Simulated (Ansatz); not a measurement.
## Preparing Si3N4 (P6_3/m) as a host crystal

Aim: the runs on the perfect crystal Si3N4 (P6_3/m) that a defect calculation needs first.

Method: plane-wave PAW DFT, PBEsol; relaxation of the defect-free supercell in its symmetry; PAW set soft_1, in the first sound run; inputs show where later runs differ, in Ansatz 0.2.0.

## Step 1: The structure

The cell holds 42 atoms: 18 Si and 24 N. Its edges and angles: a = 7.624 Å, b = 7.624 Å, c = 8.731 Å, α = 90.0°, β = 90.0°, γ = 120.0°.

As a file:

```xyz
42
Lattice="7.6245 0.0000 0.0000 -3.8122 6.6030 0.0000 0.0000 0.0000 8.7308" Properties=species:S:1:pos:R:3 pbc="T T T"
Si   -1.3768    5.4544    2.1827
Si    2.2124    1.5348    0.7276
Si    4.0352    3.9196    0.7276
Si   -0.2230    2.6834    2.1827
Si    1.5999    5.0681    2.1827
Si    5.1891    1.1485    0.7276
N     0.0000    4.4020    2.1827
N     3.8122    2.2010    0.7276
N     4.8445    4.4239    2.1827
N    -1.4090    6.4074    0.7276
N     2.4413    4.6195    0.7276
N     1.3710    1.9835    2.1827
N    -1.0323    2.1790    0.7276
N     5.2212    0.1956    2.1827
Si   -1.3768    5.4544    5.0929
Si    2.2124    1.5348    3.6378
Si    4.0352    3.9196    3.6378
Si   -0.2230    2.6834    5.0929
Si    1.5999    5.0681    5.0929
Si    5.1891    1.1485    3.6378
N     0.0000    4.4020    5.0929
N     3.8122    2.2010    3.6378
N     4.8445    4.4239    5.0929
N    -1.4090    6.4074    3.6378
N     2.4413    4.6195    3.6378
N     1.3710    1.9835    5.0929
N    -1.0323    2.1790    3.6378
N     5.2212    0.1956    5.0929
Si   -1.3768    5.4544    8.0032
Si    2.2124    1.5348    6.5481
Si    4.0352    3.9196    6.5481
Si   -0.2230    2.6834    8.0032
Si    1.5999    5.0681    8.0032
Si    5.1891    1.1485    6.5481
N     0.0000    4.4020    8.0032
N     3.8122    2.2010    6.5481
N     4.8445    4.4239    8.0032
N    -1.4090    6.4074    6.5481
N     2.4413    4.6195    6.5481
N     1.3710    1.9835    8.0032
N    -1.0323    2.1790    6.5481
N     5.2212    0.1956    8.0032
```

## Step 2: Defect free supercell relaxed in its symmetry

This cell, the one that will hold the defects, is built from the relaxed host. Its coarser k-points can move the atoms a little, so it is relaxed from the symmetric sites, as the reference for the test of stability.

The input, pristine.symmetric/input.yaml:

```yaml
crystal:
  lattice:
    - [7.6244572548, 0.0, 0.0]
    - [-3.8122286274, 6.6029736727, 0.0]
    - [0.0, 0.0, 8.7307673276]
  atoms:
    - { symbol: Si, position: [0.2324454814, 0.8260559098, 0.25] }
    - { symbol: Si, position: [0.4063895716, 0.2324454814, 0.0833333333] }
    - { symbol: Si, position: [0.8260559098, 0.5936104284, 0.0833333333] }
    - { symbol: Si, position: [0.1739440902, 0.4063895716, 0.25] }
    - { symbol: Si, position: [0.5936104284, 0.7675545186, 0.25] }
    - { symbol: Si, position: [0.7675545186, 0.1739440902, 0.0833333333] }
    - { symbol: "N", position: [0.3333333333, 0.6666666667, 0.25] }
    - { symbol: "N", position: [0.6666666667, 0.3333333333, 0.0833333333] }
    - { symbol: "N", position: [0.9703841152, 0.6699911715, 0.25] }
    - { symbol: "N", position: [0.3003929436, 0.9703841152, 0.0833333333] }
    - { symbol: "N", position: [0.6699911715, 0.6996070564, 0.0833333333] }
    - { symbol: "N", position: [0.3300088285, 0.3003929436, 0.25] }
    - { symbol: "N", position: [0.0296158848, 0.3300088285, 0.0833333333] }
    - { symbol: "N", position: [0.6996070564, 0.0296158848, 0.25] }
    - { symbol: Si, position: [0.2324454814, 0.8260559098, 0.5833333333] }
    - { symbol: Si, position: [0.4063895716, 0.2324454814, 0.4166666667] }
    - { symbol: Si, position: [0.8260559098, 0.5936104284, 0.4166666667] }
    - { symbol: Si, position: [0.1739440902, 0.4063895716, 0.5833333333] }
    - { symbol: Si, position: [0.5936104284, 0.7675545186, 0.5833333333] }
    - { symbol: Si, position: [0.7675545186, 0.1739440902, 0.4166666667] }
    - { symbol: "N", position: [0.3333333333, 0.6666666667, 0.5833333333] }
    - { symbol: "N", position: [0.6666666667, 0.3333333333, 0.4166666667] }
    - { symbol: "N", position: [0.9703841152, 0.6699911715, 0.5833333333] }
    - { symbol: "N", position: [0.3003929436, 0.9703841152, 0.4166666667] }
    - { symbol: "N", position: [0.6699911715, 0.6996070564, 0.4166666667] }
    - { symbol: "N", position: [0.3300088285, 0.3003929436, 0.5833333333] }
    - { symbol: "N", position: [0.0296158848, 0.3300088285, 0.4166666667] }
    - { symbol: "N", position: [0.6996070564, 0.0296158848, 0.5833333333] }
    - { symbol: Si, position: [0.2324454814, 0.8260559098, 0.9166666667] }
    - { symbol: Si, position: [0.4063895716, 0.2324454814, 0.75] }
    - { symbol: Si, position: [0.8260559098, 0.5936104284, 0.75] }
    - { symbol: Si, position: [0.1739440902, 0.4063895716, 0.9166666667] }
    - { symbol: Si, position: [0.5936104284, 0.7675545186, 0.9166666667] }
    - { symbol: Si, position: [0.7675545186, 0.1739440902, 0.75] }
    - { symbol: "N", position: [0.3333333333, 0.6666666667, 0.9166666667] }
    - { symbol: "N", position: [0.6666666667, 0.3333333333, 0.75] }
    - { symbol: "N", position: [0.9703841152, 0.6699911715, 0.9166666667] }
    - { symbol: "N", position: [0.3003929436, 0.9703841152, 0.75] }
    - { symbol: "N", position: [0.6699911715, 0.6996070564, 0.75] }
    - { symbol: "N", position: [0.3300088285, 0.3003929436, 0.9166666667] }
    - { symbol: "N", position: [0.0296158848, 0.3300088285, 0.75] }
    - { symbol: "N", position: [0.6996070564, 0.0296158848, 0.9166666667] }
basis:
  ecutwfc: 420
  xc_grid: 2
hamiltonian:
  xc: pbesol
  pseudopotentials: { kind: paw, azcp: { folder: soft_1 }, xc_functional: pbe }
kpoints:
  mp_grid: { grid: [1, 1, 1] }
scf:
  occupations: { method: fermi_dirac, width: 0.01 }
  max_iter: 100
  lower_state_search: "off"
output:
  forces: true
relax:
  f_tol: 0.015
  max_steps: 60
  escape_saddle: false
checkpoint:
  write: "../pristine.symmetric.run"
  compress: false
  write_wavefunctions: false
  write_every: 100000
```

Launch:

```console
$ ansatz run input.yaml --threads 8 --pin off --max-ram 18841MiB --backend cpu --events-out ev --progress --plain --runs-dir out
```

Numbers of over 12 decimals in the logs are rounded to 6 here.

The program printed:

```text
[... repeated set-up lines and file paths are left out, and long positions are rounded to six places ...]
Engine: ansatz 0.2.0, aarch64-unknown-linux-gnu
Pseudopotentials: kind: paw
Pseudopotential: Si, paw, valence charge 4, recommended cutoff 420 eV (normal), soft_1/Si.paw.azcp
Pseudopotential: N, paw, valence charge 5, recommended cutoff 420 eV (normal), soft_1/N.paw.azcp
Functional definition: PBEsol
  exchange = pbesol_x
  correlation = pbesol_c
Crystal: 42 atoms, lattice volume = 439.543 Å³
Basis set: ecut = 420 eV, 8663 PW (Γ), exchange–correlation on 108×108×120 points (8 copies of the dense FFT grid, shifted against one another)
Bands: 138, of which v1, the nominal top of the filled ones, is band 96 counted from 1 (95 counted from 0)
Symmetry: 36 space group operations
Space group: P63/m (ITA 176), of the structure as read, at distance tolerance 7.6e-5 Å
k-points: 1
Non-local potential: Si, projectors of the file, l = 0: 2, l = 1: 2, l = 2: 1
Non-local potential: N, projectors of the file, l = 0: 2, l = 1: 2, l = 2: 1
PAW form: soft (Blöchl's): semilocal exchange-correlation on the pseudo side does not see the compensation charge
PAW frozen core: Si, regenerated for the run's functional, and the local potential with it (the file was generated under x = pbe(κ = 0.804, μ = 0.219515), c = pbe(β = 0.066725))
PAW frozen core: N, regenerated for the run's functional, and the local potential with it (the file was generated under x = pbe(κ = 0.804, μ = 0.219515), c = pbe(β = 0.066725))
PAW one-centre angular grid: Si, 110 points (default); XC on 64 Gauss nodes
PAW one-centre angular grid: N, 110 points (default); XC on 64 Gauss nodes
Initial density: superposition of atomic densities (chi_scale 0.1, normalization cell, long waves kept (reshape's long-wave potential 0.02 eV rms))
Initial wavefunctions: pseudopotential atomic-orbital guess
Functional: x = pbesol(κ = 0.804, μ = 0.123457), c = pbesol(β = 0.046)
SCF iter   1: F=—  HF=-20352.351388 eV  |F-HF|=—  |Δ(HF+E_count)|=         —  Δρ=1.49e-1  dr2=1.02e2  ethr=3.10e-3  ⟨swp⟩=6.0  Hψ=620  notcnv=0  defer=12
preconditioner: auto → Resta (q_TF=auto, 2.377 Å⁻¹)  ε∞=3.5  [insulator: Δε(μ)=6.073 eV  Ē_g=15.387 eV  σ=0.010 eV  W_gap=1.00  n_scr=96 (ndim 8)  ℏωp=24.5 eV  f_vac=0.011  D(μ)=0.00/eV (n_scr^D=0)  ε∞_Penn≈3.5]
SCF iter   2: F=—  HF=-20321.132780 eV  |F-HF|=—  |Δ(HF+E_count)|=    3.12e1  Δρ=4.90e-2  dr2=6.09e0  ethr=3.10e-3  ⟨swp⟩=3.0  Hψ=343  notcnv=0  defer=34
SCF iter   3: F=—  HF=-20320.009356 eV  |F-HF|=—  |Δ(HF+E_count)|=    1.12e0  Δρ=2.39e-2  dr2=1.39e0  ethr=3.10e-3  ⟨swp⟩=1.0  Hψ=159  notcnv=0  defer=34
SCF iter   4: F=—  HF=-20319.808513 eV  |F-HF|=—  |Δ(HF+E_count)|=   2.01e-1  Δρ=1.98e-3  dr2=2.25e-2  ethr=7.26e-4  ⟨swp⟩=2.0  Hψ=112  notcnv=0  defer=34
SCF iter   5: F=—  HF=-20319.824867 eV  |F-HF|=—  |Δ(HF+E_count)|=   1.64e-2  Δρ=1.22e-3  dr2=6.96e-3  ethr=1.17e-5  ⟨swp⟩=3.0  Hψ=215  notcnv=0  defer=34
SCF iter   6: F=—  HF=-20319.824916 eV  |F-HF|=—  |Δ(HF+E_count)|=   4.98e-5  Δρ=4.08e-4  dr2=8.75e-4  ethr=3.62e-6  ⟨swp⟩=3.0  Hψ=204  notcnv=0  defer=34
SCF iter   7: F=—  HF=-20319.825285 eV  |F-HF|=—  |Δ(HF+E_count)|=   3.68e-4  Δρ=8.96e-5  dr2=5.89e-5  ethr=4.56e-7  ⟨swp⟩=2.0  Hψ=217  notcnv=0  defer=34
SCF iter   8: F=—  HF=-20319.825412 eV  |F-HF|=—  |Δ(HF+E_count)|=   1.27e-4  Δρ=2.00e-5  dr2=2.04e-6  ethr=2.93e-9  ⟨swp⟩=5.0  Hψ=490  notcnv=0
SCF iter   9: F=-20319.825417 eV  HF=-20319.825417 eV  |F-HF|=8.95e-8  |Δ(HF+E_count)|=   5.64e-6  Δρ=3.15e-6  dr2=4.92e-8  ethr=1.06e-9  ⟨swp⟩=2.0  Hψ=387  notcnv=0
SCF 1 converged in 9 iterations: F = -20319.825417 eV  dr2 = 4.92e-8
  greatest PAW one-centre occupation: 0.789 electrons in one spin orbital (limit 2), on the N atom at site 34 (counted from 0), in its partial waves of l = 0
relax step   1: F+E_penalty+E_count = -20319.82541728 eV  Δ(F+E_penalty+E_count) = +0.000e0 eV  max|allowed force component| = 1.158e-1 eV/Å  Δτ_max = 0.0000 Å  (9 SCF iters, dr2 threshold 5.63e-6 eV, accepted)
[... the SCF cycles and remarks between the steps are left out from here to the last step ...]
relax step   2: F+E_penalty+E_count = -20319.84859090 eV  Δ(F+E_penalty+E_count) = -2.317e-2 eV  max|allowed force component| = 5.994e-2 eV/Å  Δτ_max = 0.0121 Å  (5 SCF iters, dr2 threshold 8.39e-7 eV, accepted)
SCF iter   1: F=—  HF=-20319.857959 eV  |F-HF|=—  |Δ(HF+E_count)|=         —  Δρ=1.69e-3  dr2=9.45e-3  ethr=5.11e-5  ⟨swp⟩=4.0  Hψ=331  notcnv=0  defer=34
SCF iter   2: F=—  HF=-20319.855505 eV  |F-HF|=—  |Δ(HF+E_count)|=   2.45e-3  Δρ=9.11e-4  dr2=2.58e-3  ethr=4.92e-6  ⟨swp⟩=2.0  Hψ=219  notcnv=0  defer=34
SCF iter   3: F=—  HF=-20319.854780 eV  |F-HF|=—  |Δ(HF+E_count)|=   7.25e-4  Δρ=2.23e-4  dr2=1.68e-4  ethr=1.34e-6  ⟨swp⟩=2.0  Hψ=175  notcnv=0  defer=34
SCF iter   4: F=—  HF=-20319.854733 eV  |F-HF|=—  |Δ(HF+E_count)|=   4.68e-5  Δρ=4.89e-5  dr2=8.14e-6  ethr=8.77e-8  ⟨swp⟩=2.0  Hψ=197  notcnv=0  defer=34
SCF iter   5: F=—  HF=-20319.854414 eV  |F-HF|=—  |Δ(HF+E_count)|=   3.19e-4  Δρ=1.36e-5  dr2=7.83e-7  ethr=4.24e-9  ⟨swp⟩=2.0  Hψ=200  notcnv=0  defer=34
SCF iter   6: F=—  HF=-20319.854414 eV  |F-HF|=—  |Δ(HF+E_count)|=   3.75e-8  Δρ=4.64e-6  dr2=1.29e-7  ethr=5.21e-11  ⟨swp⟩=5.0  Hψ=469  notcnv=0
SCF iter   7: F=-20319.854414 eV  HF=-20319.854414 eV  |F-HF|=1.77e-8  |Δ(HF+E_count)|=   4.65e-8  Δρ=1.24e-6  dr2=1.23e-8  ethr=5.21e-11  ⟨swp⟩=4.0  Hψ=418  notcnv=0
SCF 3 converged in 7 iterations: F = -20319.854414 eV  dr2 = 1.23e-8
relax step   3: F+E_penalty+E_count = -20319.85441366 eV  Δ(F+E_penalty+E_count) = -5.823e-3 eV  max|allowed force component| = 1.033e-2 eV/Å  Δτ_max = 0.0092 Å  (7 SCF iters, accepted)
SCF converged after 7 iterations
Free energy (F): -20319.854414 eV
Harris-Foulkes:  -20319.854414 eV  (|F-HF|=1.77e-8)
Internal energy: -20319.854414 eV  (E = F + TS)
E sigma→0 (E₀):  -20319.854414 eV
Fermi energy:    10.152788 eV
--- Per-component energies (eV) ---
  E_band       = 166.684359
  E_kinetic    = 3991.512710
  E_local      = -6078.914110  (includes V_loc(G=0)·N_el)
  E_nonlocal   = 1221.379796
  E_hartree    = 2138.539237
  E_xc         = -2457.862422
  E_vxc        = -2710.450640  (∫ρ·V_xc dr)
  E_paw        = -11932.899434  (= ΣΔE_a)
  E_vpaw       = -533.939797  (= ΣTr[D̂ρ^β])
  E_aug_tail   = 0.021651  (compensation charges beyond the density's cutoff)
  E_ewald      = -7202.874305
  E_core_change = 1.242464  (= ΣΔE_core)
  E_smearing   = -0.000000  (= −TS)
  E_closure    = 0.000000  (closes the sum)
  Σ components = -20319.854414   (vs F -20319.854414, Δ=0.00e0)
--- Forces (eV/Å), atoms counted from 1 ---
  atom   1  Si     0.00212519    -0.01032689     0.00000000
  atom   2  Si     0.01000594    -0.00332297    -0.00000000
  atom   3  Si    -0.00788075    -0.00700391     0.00000000
  atom   4  Si     0.00788075     0.00700391    -0.00000000
  atom   5  Si    -0.01000594     0.00332297     0.00000000
  atom   6  Si    -0.00212519     0.01032689     0.00000000
  atom   7  N      0.00000000     0.00000000     0.00000000
  atom   8  N     -0.00000000    -0.00000000     0.00000000
  atom   9  N      0.00587180     0.00175647     0.00000000
  atom  10  N      0.00141476     0.00596337     0.00000000
  atom  11  N      0.00445705    -0.00420690     0.00000000
  atom  12  N     -0.00445705     0.00420690     0.00000000
  atom  13  N     -0.00587180    -0.00175647     0.00000000
  atom  14  N     -0.00141476    -0.00596337     0.00000000
  atom  15  Si     0.00212519    -0.01032689     0.00000000
  atom  16  Si     0.01000594    -0.00332297     0.00000000
  atom  17  Si    -0.00788075    -0.00700391     0.00000000
  atom  18  Si     0.00788075     0.00700391    -0.00000000
  atom  19  Si    -0.01000594     0.00332297     0.00000000
  atom  20  Si    -0.00212519     0.01032689    -0.00000000
  atom  21  N     -0.00000000     0.00000000     0.00000000
  atom  22  N     -0.00000000    -0.00000000    -0.00000000
  atom  23  N      0.00587180     0.00175647    -0.00000000
  atom  24  N      0.00141476     0.00596337     0.00000000
  atom  25  N      0.00445705    -0.00420690     0.00000000
  atom  26  N     -0.00445705     0.00420690    -0.00000000
  atom  27  N     -0.00587180    -0.00175647     0.00000000
  atom  28  N     -0.00141476    -0.00596337    -0.00000000
  atom  29  Si     0.00212519    -0.01032689     0.00000000
  atom  30  Si     0.01000594    -0.00332297     0.00000000
  atom  31  Si    -0.00788075    -0.00700391     0.00000000
  atom  32  Si     0.00788075     0.00700391    -0.00000000
  atom  33  Si    -0.01000594     0.00332297    -0.00000000
  atom  34  Si    -0.00212519     0.01032689    -0.00000000
  atom  35  N     -0.00000000     0.00000000     0.00000000
  atom  36  N      0.00000000    -0.00000000     0.00000000
  atom  37  N      0.00587180     0.00175647     0.00000000
  atom  38  N      0.00141476     0.00596337     0.00000000
  atom  39  N      0.00445705    -0.00420690     0.00000000
  atom  40  N     -0.00445705     0.00420690     0.00000000
  atom  41  N     -0.00587180    -0.00175647     0.00000000
  atom  42  N     -0.00141476    -0.00596337     0.00000000
  max |Σ_I F_I| component: 1.13e-17 eV/Å
--- Relaxed structure (3 steps of the walk, 3 accepted, 0 SCFs on fresh bases) ---
  F+E_penalty+E_count = -20319.85441366 eV   max|allowed force component| = 1.033e-2 eV/Å
  atoms:
    - { symbol: Si, position: [0.229475, 0.823800, 0.250000] }
    - { symbol: Si, position: [0.405675, 0.229475, 0.083333] }
    - { symbol: Si, position: [0.823800, 0.594325, 0.083333] }
    - { symbol: Si, position: [0.176200, 0.405675, 0.250000] }
    - { symbol: Si, position: [0.594325, 0.770525, 0.250000] }
    - { symbol: Si, position: [0.770525, 0.176200, 0.083333] }
    - { symbol: N, position: [0.333333, 0.666667, 0.250000] }
    - { symbol: N, position: [0.666667, 0.333333, 0.083333] }
    - { symbol: N, position: [0.967498, 0.669780, 0.250000] }
    - { symbol: N, position: [0.297718, 0.967498, 0.083333] }
    - { symbol: N, position: [0.669780, 0.702282, 0.083333] }
    - { symbol: N, position: [0.330220, 0.297718, 0.250000] }
    - { symbol: N, position: [0.032502, 0.330220, 0.083333] }
    - { symbol: N, position: [0.702282, 0.032502, 0.250000] }
    - { symbol: Si, position: [0.229475, 0.823800, 0.583333] }
    - { symbol: Si, position: [0.405675, 0.229475, 0.416667] }
    - { symbol: Si, position: [0.823800, 0.594325, 0.416667] }
    - { symbol: Si, position: [0.176200, 0.405675, 0.583333] }
    - { symbol: Si, position: [0.594325, 0.770525, 0.583333] }
    - { symbol: Si, position: [0.770525, 0.176200, 0.416667] }
    - { symbol: N, position: [0.333333, 0.666667, 0.583333] }
    - { symbol: N, position: [0.666667, 0.333333, 0.416667] }
    - { symbol: N, position: [0.967498, 0.669780, 0.583333] }
    - { symbol: N, position: [0.297718, 0.967498, 0.416667] }
    - { symbol: N, position: [0.669780, 0.702282, 0.416667] }
    - { symbol: N, position: [0.330220, 0.297718, 0.583333] }
    - { symbol: N, position: [0.032502, 0.330220, 0.416667] }
    - { symbol: N, position: [0.702282, 0.032502, 0.583333] }
    - { symbol: Si, position: [0.229475, 0.823800, 0.916667] }
    - { symbol: Si, position: [0.405675, 0.229475, 0.75] }
    - { symbol: Si, position: [0.823800, 0.594325, 0.75] }
    - { symbol: Si, position: [0.176200, 0.405675, 0.916667] }
    - { symbol: Si, position: [0.594325, 0.770525, 0.916667] }
    - { symbol: Si, position: [0.770525, 0.176200, 0.75] }
    - { symbol: N, position: [0.333333, 0.666667, 0.916667] }
    - { symbol: N, position: [0.666667, 0.333333, 0.75] }
    - { symbol: N, position: [0.967498, 0.669780, 0.916667] }
    - { symbol: N, position: [0.297718, 0.967498, 0.75] }
    - { symbol: N, position: [0.669780, 0.702282, 0.75] }
    - { symbol: N, position: [0.330220, 0.297718, 0.916667] }
    - { symbol: N, position: [0.032502, 0.330220, 0.75] }
    - { symbol: N, position: [0.702282, 0.032502, 0.916667] }
```

It took 3 s on 8 threads of Arm Neoverse V1, shared host; peak memory 0.53 GiB.

Step by step:

| step | energy less that of the first step (eV) | largest force component (eV/Å) |
| --- | --- | --- |
| 1 | 0.0000 | 0.1158 |
| 2 | -0.0232 | 0.0599 |
| 3 | -0.0290 | 0.0103 |

The run keeps the 36 symmetry operations that it works with, so distortions that break them were not tested.

The atoms that moved most (Å):

| atom | dx | dy | dz | length |
| --- | --- | --- | --- | --- |
| N13 | 0.021 | 0.001 | 0.000 | 0.021 |
| N27 | 0.021 | 0.001 | 0.000 | 0.021 |
| N41 | 0.021 | 0.001 | 0.000 | 0.021 |
| N23 | -0.021 | -0.001 | 0.000 | 0.021 |
| N37 | -0.021 | -0.001 | 0.000 | 0.021 |
| N9 | -0.021 | -0.001 | 0.000 | 0.021 |
| N10 | -0.009 | -0.019 | 0.000 | 0.021 |
| N24 | -0.009 | -0.019 | 0.000 | 0.021 |

The relaxation ends 0.7 meV an atom lower, with a largest force component of 0.010 eV/Å.

(Part 1 of 2 ends here.)

[Logs are printed without paths, hosts, clocks, repeated set-up lines and the standing remarks that a program may print on its own settings, such as how far it seeks lower states.]

[Hosts, paths, dates, database ids (printed as entryN), source tags and the programs' standing remarks are cut or masked in the printed files.]

[Runs of the host that timed out are not shown.]

[For some hosts the program warned that the k-mesh of the response run may be too coarse for force constants and the static dielectric constant; such warnings are not always shown.]
